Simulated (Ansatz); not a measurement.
# MnO (Fm-3m): which electronic and magnetic state is lowest

An exercise on one series of results from a longer session: the logs are not shown, and one member is left open.

Method: DFT PBE+U (U_eff = 3.9 eV on Mn 3d), scalar-relativistic, plane waves, PAW, in Ansatz 0.2.0.

5 further runs of the same task are left out: 4 that didn't finish, 1 set aside as unsound or not needed.

### The structure to begin with

It takes space group Fm-3m (No. 225, cubic). Conventional cell: a = 4.444 Å, b = 4.444 Å, c = 4.444 Å, α = 90.00°, β = 90.00°, γ = 90.00°. Mn (site symmetry m-3m) is surrounded by 6 O at 2.22 Å. O (site symmetry m-3m) is surrounded by 6 Mn at 2.22 Å.

Structure file:

```
Mn O
1.0
     0.00000    2.22200    2.22200
     2.22200    0.00000    2.22200
     2.22200    2.22200    0.00000
Mn O
1 1
Direct
  0.00000 0.00000 0.00000
  0.50000 0.50000 0.50000
```

The cell is the deposited one, not relaxed. An earlier run on this cell at PBE+U (U_eff = 3.9 eV on Mn 3d) gave 9.55 GPa at 10.971 Å³/atom (12×12×12 mesh), mesh gap 0.13 eV, moments in the atoms' spheres Mn 4.28; O 0.18 μB. The cell is compressed at this level.

Set-up of the first run:

The input, input.yaml:

```yaml
crystal:
  lattice:
    - [0.0, 2.2220003343, 2.2220003343]
    - [2.2220003343, 0.0, 2.2220003343]
    - [2.2220003343, 2.2220003343, 0.0]
  atoms:
    - { symbol: Mn, position: [0.0, 0.0, 0.0] }
    - { symbol: O, position: [0.5, 0.5, 0.5] }
basis:
  ecutwfc: 420
  ecutrho_ratio: 4
kpoints:
  mp_grid: { grid: [12, 12, 12] }
hamiltonian:
  xc: pbe
  hubbard: { sites: [{ species: Mn, l: d, u_eff: 3.9 }] }
scf:
  occupations: { method: gaussian, width: 0.05 }
output:
  forces: true
  stress: true
  eigenvalues: true
  populations: true
  hubbard: { sites: [{ species: Mn, l: d }] }
```

Started as:

```console
ansatz run input.yaml --threads 4 --pin off --max-ram 9216MiB --backend cpu --events-out ev --progress --plain --runs-dir out
```

Steps of the session up to this table: No spin polarisation; Seeding on a coarse mesh: antiferromagnetic, doubled cell, propagation vector (0, 0, 1/2); Antiferromagnetic, doubled cell, propagation vector (0, 0, 1/2); Seeding on a coarse mesh: antiferromagnetic, doubled cell, propagation vector (0, 1/2, 1/2); Antiferromagnetic, doubled cell, propagation vector (0, 1/2, 1/2); Seeding on a coarse mesh: small parallel starting moments; Small parallel starting moments.

One of the session's tables, all rows but one given; the rest of the session is left out.

| start | from the base state (meV/atom) | gap (eV) |
| --- | --- | --- |
| ferromagnetic | 0.0 | 0.13 |
| no spin polarisation | 2105.3 | metal |
| antiferromagnetic, doubled cell, propagation vector (0, 0, 1/2) | ? | ? |
| antiferromagnetic, doubled cell, propagation vector (0, 1/2, 1/2) | -28.5 | 0.68 |
| small parallel starting moments | 0.0 | 0.13 |

**Question.** Estimate the row for antiferromagnetic, doubled cell, propagation vector (0, 0, 1/2).

The run gave: from the base state (meV/atom): -39.4; gap (eV): 1.76. In the column «from the base state (meV/atom)» it is the lowest.

Propagation vectors are in units of the typed cell's reciprocal vectors.

Limits of these values: Warnings in the runs' records: stability check not made, filled band counts differ across k points.
